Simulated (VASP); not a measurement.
A run of VASP 6.6.1 is set up as follows.

INCAR

```
SYSTEM = ZrC
PREC = Accurate
ENCUT = 520
EDIFF = 1E-6
ISMEAR = -1
SIGMA = 0.03
LREAL = .FALSE.
LASPH = .TRUE.
NELM = 80
ALGO = Fast
ISIF = 2
LWAVE = .FALSE.
LCHARG = .FALSE.
GGA = PE
NBANDS = 15
```

KPOINTS

```
regular mesh
0
G
  5 5 5
  0 0 0
```

Contents of POSCAR:

```
ZrC
1.0
    0.0000000000      2.3650000000      2.3650000000
    2.3650000000      0.0000000000      2.3650000000
    2.3650000000      2.3650000000      0.0000000000
Zr C
1 1
Direct
    0.5000000000      0.5000000000      0.5000000000
    0.0000000000      0.0000000000      0.0000000000
```

Potentials or basis: VASP PAW PBE potentials, release 64 (Zr_sv, C).

Launch:

```bash
$ cat potpaw_PBE.64/Zr_sv/POTCAR potpaw_PBE.64/C/POTCAR > POTCAR
$ mpirun -np 1 vasp_std > vasp.out
```

(1) What does it give for the pressure?

(2) Predict the band gap on the k mesh.

## Answers

(1) -2.7 GPa.

(2) none (metal or under the smearing width).

Caveat: the k mesh is coarse (spacing up to 0.46 Å⁻¹), so the values aren't converged.
